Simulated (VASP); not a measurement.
# WS2 in VASP: notebook

The runs below take WS2 through single point, with PBE.

Everything below comes from runs of VASP 6.6.1. Logs are shortened: lines on timing, memory, paths and dates and some standing lists are left out, and cuts for length are marked.

## (1) The structure

The cell holds a slab with vacuum, 12 atoms: a = 3.183 Å, b = 3.183 Å, c = 45.287 Å, α = 90.00°, β = 90.00°, γ = 120.00°.

## (2) Single point, PBE

INCAR reads:

```
SYSTEM = WS2
ALGO = Normal
DIPOL = 0.5 0.5 0.500
EDIFF = 1E-7
ENCUT = 460
GGA = PE
IDIPOL = 3
ISIF = 2
ISMEAR = 0
LASPH = .True.
LCHARG = .False.
LDIPOL = .True.
LREAL = .False.
LVACPOTAV = .True.
LVHAR = .True.
LWAVE = .False.
NBANDS = 72
NELM = 120
PREC = Accurate
SIGMA = 0.05
```

KPOINTS reads:

```
k-points
0
Gamma
  10 10 1
  0 0 0
```

POSCAR reads:

```
WS2
1.0
    3.1832085601      0.0000000000      0.0000000000
   -1.5916042801      2.7567394787      0.0000000000
    0.0000000000      0.0000000000     45.2869860272
S W
8 4
Direct
    0.3333333300      0.6666666600      0.1324883929
    0.3333333300      0.6666666600      0.2013419843
    0.6666666700      0.3333333400      0.2760186147
    0.6666666700      0.3333333400      0.3448722061
    0.3333333300      0.6666666600      0.6551277939
    0.3333333300      0.6666666600      0.7239813853
    0.6666666700      0.3333333400      0.7986580157
    0.6666666700      0.3333333400      0.8675116071
    0.6666666700      0.3333333400      0.1669127427
    0.3333333300      0.6666666600      0.3104478564
    0.6666666700      0.3333333400      0.6895521436
    0.3333333300      0.6666666600      0.8330872573
```

Potentials or basis: VASP PAW PBE potentials, release 64 (S, W_sv).

Launch:

```sh
$ cat potpaw_PBE.64/S/POTCAR potpaw_PBE.64/W_sv/POTCAR > POTCAR
$ mpirun -np 1 vasp_std > vasp.out
```

OUTCAR:

```text
SYSTEM = WS2
   EDIFF = 1E-7
   ENCUT = 460
   GGA = PE
   ISIF = 2
   ISMEAR = 0
   LASPH = .True.
   LREAL = .False.
   NELM = 120
   PREC = Accurate

 Found     14 irreducible k-points:

 Following reciprocal coordinates:
            Coordinates               Weight
  0.000000  0.000000  0.000000      1.000000
  0.100000  0.000000  0.000000      6.000000
  0.200000  0.000000  0.000000      6.000000
  0.300000 -0.000000  0.000000      6.000000
  0.400000 -0.000000  0.000000      6.000000
  0.500000  0.000000  0.000000      3.000000
   k-points           NKPTS =     14   k-points in BZ     NKDIM =     14   number of bands    NBANDS=     72
   number of dos      NEDOS =    301   number of ions     NIONS =     12
   total plane-waves  NPLWV = 184320
   dimension x,y,z NGX =    24 NGY =   24 NGZ =  320
   dimension x,y,z NGXF=    48 NGYF=   48 NGZF=  640
   ions per type =               8   4
   NGX,Y,Z   is equivalent  to a cutoff of  12.53, 12.53, 11.75 a.u.
   NGXF,Y,Z  is equivalent  to a cutoff of  25.07, 25.07, 23.49 a.u.
 SYSTEM =  WS2
   PREC   = accura    normal or accurate (medium, high low for compatibility)
   ISTART =      0    job   : 0-new  1-cont  2-samecut
   ICHARG =      2    charge: 1-file 2-atom 10-const
   ISPIN  =      1    spin polarized calculation?
   LNONCOLLINEAR =      F non collinear calculations
   LSORBIT =      F    spin-orbit coupling
   LASPH  =      T    aspherical Exc in radial PAW
   ENCUT  =  460.0 eV  33.81 Ry    5.81 a.u.   5.57  5.57 79.20*2*pi/ulx,y,z
   NELM   =    120;   NELMIN=  2; NELMDL= -5     # of ELM steps
   EDIFF  = 0.1E-06   stopping-criterion for ELM
   LREAL  =      F    real-space projection
   EDIFFG = 0.1E-05   stopping-criterion for IOM
   NSW    =      0    number of steps for IOM
   IBRION =     -1    ionic relax: 0-MD 1-quasi-New 2-CG
   NFREE  =      0    steps in history (QN), initial steepest desc. (CG)
   ISIF   =      2    stress and relaxation
   ISYM   =      2    0-nonsym 1-usesym 2-fastsym
   POTIM  = 0.5000    time-step for ionic-motion
   TEBEG  =    0.0;   TEEND  =   0.0 temperature during run
   PSTRESS=    0.0 pullay stress
   NELECT =     104.0000    total number of electrons
   NUPDOWN=      -1.0000    fix difference up-down
   EMIN   =  10.00;   EMAX   =-10.00  energy-range for DOS
   EFERMI =   0.00;   METHOD = LEGACY
   ISMEAR =     0;   SIGMA  =   0.05  broadening in eV -4-tet -1-fermi 0-gaus
   EFERMI_NEDOS =   21; number of points for ismear=-14 and -15
   IALGO  =     38    algorithm
   IMIX   =      4    mixing-type and parameters
     AMIX     =   0.40;   BMIX     =  1.00
     AMIX_MAG =   1.60;   BMIX_MAG =  1.00
  volume/ion in A,a.u.               =      33.12       223.49
  Fermi-wavevector in a.u.,A,eV,Ry     =   1.047148  1.978822 14.919032  1.096518
  Thomas-Fermi vector in A             =   2.182015
   LORBIT       =      0    0 simple, 1 ext, 2 COOP (PROOUT), +10 PAW based schemes
   GGA     = PE    functional components
   LHFCALC =     F    Hartree Fock is set to
   AEXX    =    0.0000 exact exchange contribution
   IVDW    =     0    specifies the selected vdW correction
   LEPSILON=     F    determine dielectric tensor
   LRPA    =     F    only Hartree local field effects (RPA)
 non-spin polarized calculation
 Gauss-broadening in eV      SIGMA  =   0.05
  energy-cutoff  :      460.00
  volume of cell :      397.41
 maximum number of plane-waves:      9027
 NGX is ok and might be reduce to    24
   NGX = 11   NGY = 11   NGZ =159

 dipolmoment           0.000000      0.000000     -0.000000 electrons x Angstroem

 number of electron     104.0000002 magnetization

 dipolmoment           0.000000      0.000000      0.000000 electrons x Angstroem

 Free energy of the ion-electron system (eV)
  ---------------------------------------------------
  ext. energy  EPLUGINS =         0.00000000
  ---------------------------------------------------
  free energy    TOTEN  =       -94.66221294 eV

  energy without entropy =      -94.66221294  energy(sigma->0) =      -94.66221294

 E-fermi :   1.5865     XC(G=0):  -6.4008

 val. band max:        1.3284130040   @ k =   0.0000   0.0000   0.0000
 cond. band min:       3.0096634234   @ k =   0.3000   0.3000   0.0000
 fundamental gap:      1.6812504194
 Fermi energy:         1.5864686448

 k-point     1 :       0.0000    0.0000    0.0000
  band No.  band energies     occupation
      1     -72.9975      2.00000
      2     -72.9975      2.00000
      3     -72.9975      2.00000
      4     -72.9975      2.00000
      5     -37.2347      2.00000
      6     -37.2347      2.00000
[... 56 lines left out ...]
     63       4.0677      0.00000
     64       4.0677      0.00000

 k-point     2 :       0.1000    0.0000    0.0000
  band No.  band energies     occupation
      1     -72.9959      2.00000
      2     -72.9959      2.00000
      3     -72.9959      2.00000
      4     -72.9959      2.00000
      5     -37.2289      2.00000
      6     -37.2289      2.00000
[... 56 lines left out ...]
     63       3.9689      0.00000
     64       3.9689      0.00000

 k-point     3 :       0.2000    0.0000    0.0000
  band No.  band energies     occupation
      1     -72.9917      2.00000
      2     -72.9917      2.00000
      3     -72.9917      2.00000
      4     -72.9917      2.00000
      5     -37.2135      2.00000
      6     -37.2135      2.00000
[... 56 lines left out ...]
     63       4.1025      0.00000
     64       4.1026      0.00000

 k-point     4 :       0.3000   -0.0000    0.0000
  band No.  band energies     occupation
      1     -72.9866      2.00000
      2     -72.9866      2.00000
      3     -72.9866      2.00000
      4     -72.9866      2.00000
      5     -37.3087      2.00000
      6     -37.3087      2.00000
[... 56 lines left out ...]
     63       4.6936      0.00000
     64       4.6936      0.00000

 k-point     5 :       0.4000   -0.0000    0.0000
  band No.  band energies     occupation
      1     -72.9824      2.00000
      2     -72.9824      2.00000
      3     -72.9824      2.00000
      4     -72.9824      2.00000
      5     -37.3902      2.00000
      6     -37.3902      2.00000
[... 56 lines left out ...]
     63       5.1470      0.00000
     64       5.1471      0.00000

 k-point     6 :       0.5000    0.0000    0.0000
  band No.  band energies     occupation
      1     -72.9808      2.00000
      2     -72.9808      2.00000
      3     -72.9808      2.00000
      4     -72.9808      2.00000
      5     -37.4211      2.00000
      6     -37.4211      2.00000
[... 56 lines left out ...]
     63       5.2529      0.00000
     64       5.2529      0.00000

 [... further k-points ...]

 [bands above 64 left out]

------------------------ aborting loop because EDIFF is reached ----------------------------------------

  FORCE on cell =-STRESS in cart. coord.  units (eV):
  Direction    XX          YY          ZZ          XY          YZ          ZX
  --------------------------------------------------------------------------------------
  -------------------------------------------------------------------------------------
  Total        1.7831082      1.7831082      3.7602920     -0.0000000      0.0000000     -0.0000000
  in kB        7.1887610      7.1887610     15.1599550     -0.0000000      0.0000000     -0.0000000
  external PRESSURE =       9.8458257 kB  Pullay stress =       0.0000000 kB

 VOLUME and BASIS-vectors are now :
 -----------------------------------------------------------------------------
  energy-cutoff  :      460.00
  volume of cell :      397.41
      direct lattice vectors                 reciprocal lattice vectors
     3.183208560  0.000000000  0.000000000     0.314148439  0.181373686  0.000000000
    -1.591604280  2.756739479  0.000000000     0.000000000  0.362747372  0.000000000
     0.000000000  0.000000000 45.286986027     0.000000000  0.000000000  0.022081399

 POSITION                                       TOTAL-FORCE (eV/Angst)
 -----------------------------------------------------------------------------------
     -0.00000      1.83783      6.00000         0.000000     -0.000000     -0.274111
     -0.00000      1.83783      9.11817        -0.000000     -0.000000      0.229370
      1.59160      0.91891     12.50005        -0.000000     -0.000000     -0.228929
      1.59160      0.91891     15.61822         0.000000     -0.000000      0.274635
     -0.00000      1.83783     29.66876        -0.000000      0.000000     -0.274635
     -0.00000      1.83783     32.78693         0.000000      0.000000      0.228929
      1.59160      0.91891     36.16881         0.000000      0.000000     -0.229370
      1.59160      0.91891     39.28699        -0.000000      0.000000      0.274111
      1.59160      0.91891      7.55898        -0.000000      0.000000     -0.012833
     -0.00000      1.83783     14.05925         0.000000      0.000000      0.012326
      1.59160      0.91891     31.22774        -0.000000      0.000000     -0.012326
     -0.00000      1.83783     37.72801        -0.000000     -0.000000      0.012833
 -----------------------------------------------------------------------------------
    total drift:                                0.000000      0.000000      0.000000

  FREE ENERGIE OF THE ION-ELECTRON SYSTEM (eV)
  ---------------------------------------------------
  free  energy   TOTEN  =       -94.6622129432 eV

  energy  without entropy=      -94.6622129432  energy(sigma->0) =      -94.66221294

 vacuum level on the upper side and lower side of the slab         6.718         6.718
```

Wall time 12 min (1 thread of Intel Xeon Platinum 8259CL at 2.50GHz (Skylake/Cascade Lake), shared host); peak memory 0.58 GiB.

The run converged, but some of its settings lie outside the range that counts as converged, so its numbers aren't taken as properties of the slab.

What came out:

```yaml
Free_energy: -94.6622 eV
Largest_force: 0.275 eV/Å
Band_gap_on_the_k_mesh: 1.68 eV, indirect (least direct gap 2.13 eV)
Ionisation_potential_of_the_upper_face: 5.39 eV
```

Caveat: spin-orbit coupling is left out, which moves the levels of the heavy elements.

## (3) Single point, PBE

This run uses another cell than the first one, of 40.43 Å³/atom, 1.221 times its volume.

INCAR reads:

```
SYSTEM = WS2
  PREC = Accurate
  ENCUT = 750
  EDIFF = 1E-8
  ISMEAR = 0
  SIGMA = 0.05
  LREAL = .FALSE.
  LASPH = .TRUE.
  NELM = 120
  ALGO = Normal
  ISIF = 2
  LWAVE = .FALSE.
  LCHARG = .FALSE.
  LDIPOL = .TRUE.
  IDIPOL = 3
  DIPOL = 0.5 0.5 0.500
  GGA = PE
  NBANDS = 72
  LVHAR = .TRUE.
  LVACPOTAV = .TRUE.
```

KPOINTS reads:

```
regular mesh
0
G
  13 13 1
  0 0 0
```

POSCAR reads:

```
WS2
1.0
    3.1832085601      0.0000000000      0.0000000000
   -1.5916042801      2.7567394787      0.0000000000
    0.0000000000      0.0000000000     55.2869860272
S W
8 4
Direct
    0.3333333300      0.6666666600      0.1989618315
    0.3333333300      0.6666666600      0.2553615714
    0.6666666700      0.3333333400      0.3165311117
    0.6666666700      0.3333333400      0.3729308515
    0.3333333300      0.6666666600      0.6270691485
    0.3333333300      0.6666666600      0.6834688883
    0.6666666700      0.3333333400      0.7446384286
    0.6666666700      0.3333333400      0.8010381685
    0.6666666700      0.3333333400      0.2271596979
    0.3333333300      0.6666666600      0.3447329851
    0.6666666700      0.3333333400      0.6552670149
    0.3333333300      0.6666666600      0.7728403021
```

Potentials or basis: VASP PAW PBE potentials, release 64 (S, W_sv).

Launch:

```sh
$ cat potpaw_PBE.64/S/POTCAR potpaw_PBE.64/W_sv/POTCAR > POTCAR
$ mpirun -np 1 vasp_std > vasp.out
```

Run time: 33 min. Hardware: 1 thread of AMD EPYC 9R45 (Zen 5), shared host; peak memory 1.3 GiB.

The run converged. Its results:

```yaml
Free_energy: -94.6660 eV
Largest_force: 0.273 eV/Å
Band_gap_on_the_k_mesh: 1.61 eV, indirect (least direct gap 1.99 eV)
Ionisation_potential_of_the_upper_face: 5.39 eV
```

Forces in eV/Å, atoms in the order of the input:
```
S    0.000  0.000 -0.273
S    0.000  0.000  0.228
S    0.000  0.000 -0.228
S    0.000  0.000  0.273
S    0.000  0.000 -0.273
S    0.000  0.000  0.228
S    0.000  0.000 -0.228
S    0.000  0.000  0.273
W    0.000  0.000 -0.013
W    0.000  0.000  0.013
W    0.000  0.000 -0.013
W    0.000  0.000  0.013
```

Levels at points of the mesh, in eV from the valence-band top:
```csv
k point,band 48,band 49,band 50,band 51,band 52,band 53,band 54,band 55,band 56,band 57
"(0.00, 0.00, 0.00)",-1.97,-0.48,-0.48,0.00,0.00,2.58,2.58,2.58,2.58,2.58
```

Caveat: spin-orbit coupling is left out, which moves the levels of the heavy elements.

## (4) Single point, PBE

Changes to INCAR since step 3:

```diff
@@ -2,4 +2,4 @@
   PREC = Accurate
-  ENCUT = 750
-  EDIFF = 1E-8
+  ENCUT = 340
+  EDIFF = 1E-7
   ISMEAR = 0
```

KPOINTS reads:

```
regular mesh
0
G
  3 3 1
  0 0 0
```

POSCAR reads:

```
WS2
1.0
    3.1832085601      0.0000000000      0.0000000000
   -1.5916042801      2.7567394787      0.0000000000
    0.0000000000      0.0000000000     45.2869860272
S W
8 4
Direct
    0.3333333300      0.6666666600      0.1324883929
    0.3333333300      0.6666666600      0.2013419843
    0.6666666700      0.3333333400      0.2760186147
    0.6666666700      0.3333333400      0.3448722061
    0.3333333300      0.6666666600      0.6551277939
    0.3333333300      0.6666666600      0.7239813853
    0.6666666700      0.3333333400      0.7986580157
    0.6666666700      0.3333333400      0.8675116071
    0.6666666700      0.3333333400      0.1669127427
    0.3333333300      0.6666666600      0.3104478564
    0.6666666700      0.3333333400      0.6895521436
    0.3333333300      0.6666666600      0.8330872573
```

Launch:

```sh
$ cat potpaw_PBE.64/S/POTCAR potpaw_PBE.64/W_sv/POTCAR > POTCAR
$ mpirun -np 1 vasp_std > vasp.out
```

It took 74 s on 1 thread of AMD EPYC 9R45 (Zen 5), shared host; peak memory 0.29 GiB.

These settings aren't checked as converged: the numbers below hold their error.

Results:

- Free energy: -94.5293 eV
- Largest force: 0.099 eV/Å
- Band gap on the k mesh: 1.53 eV, indirect (least direct gap 1.75 eV)
- Ionisation potential of the upper face: 5.41 eV

Caveat: the k mesh is coarse (spacing up to 0.76 Å⁻¹), so the values aren't converged; spin-orbit coupling is left out, which moves the levels of the heavy elements.

## (5) Single point, PBE

This run uses another cell than the first one, of 27.27 Å³/atom, 0.823 times its volume.

Changes to INCAR since step 4:

```diff
@@ -2,3 +2,3 @@
   PREC = Accurate
-  ENCUT = 340
+  ENCUT = 460
   EDIFF = 1E-7
```

KPOINTS reads:

```
regular mesh
0
G
  6 6 1
  0 0 0
```

POSCAR reads:

```
WS2
1.0
    3.1832085601      0.0000000000      0.0000000000
   -1.5916042801      2.7567394787      0.0000000000
    0.0000000000      0.0000000000     37.2869860272
S W
8 4
Direct
    0.3333333300      0.6666666600      0.0536380173
    0.3333333300      0.6666666600      0.1372642891
    0.6666666700      0.3333333400      0.2279629451
    0.6666666700      0.3333333400      0.3115892169
    0.3333333300      0.6666666600      0.6884107831
    0.3333333300      0.6666666600      0.7720370549
    0.6666666700      0.3333333400      0.8627357109
    0.6666666700      0.3333333400      0.9463619827
    0.6666666700      0.3333333400      0.0954481824
    0.3333333300      0.6666666600      0.2697790517
    0.6666666700      0.3333333400      0.7302209483
    0.3333333300      0.6666666600      0.9045518176
```

Launch:

```sh
$ cat potpaw_PBE.64/S/POTCAR potpaw_PBE.64/W_sv/POTCAR > POTCAR
$ mpirun -np 1 vasp_std > vasp.out
```

Run time: 3.5 min. Hardware: 1 thread of AMD EPYC 9R45 (Zen 5), shared host; peak memory 0.42 GiB.

The run converged, but some of its settings lie outside the range that counts as converged, so its numbers aren't taken as properties of the slab.

What came out:

```yaml
Free_energy: -94.6582 eV
Largest_force: 0.279 eV/Å
Band_gap_on_the_k_mesh: 1.42 eV, indirect (least direct gap 1.77 eV)
```

Caveat: spin-orbit coupling is left out, which moves the levels of the heavy elements.
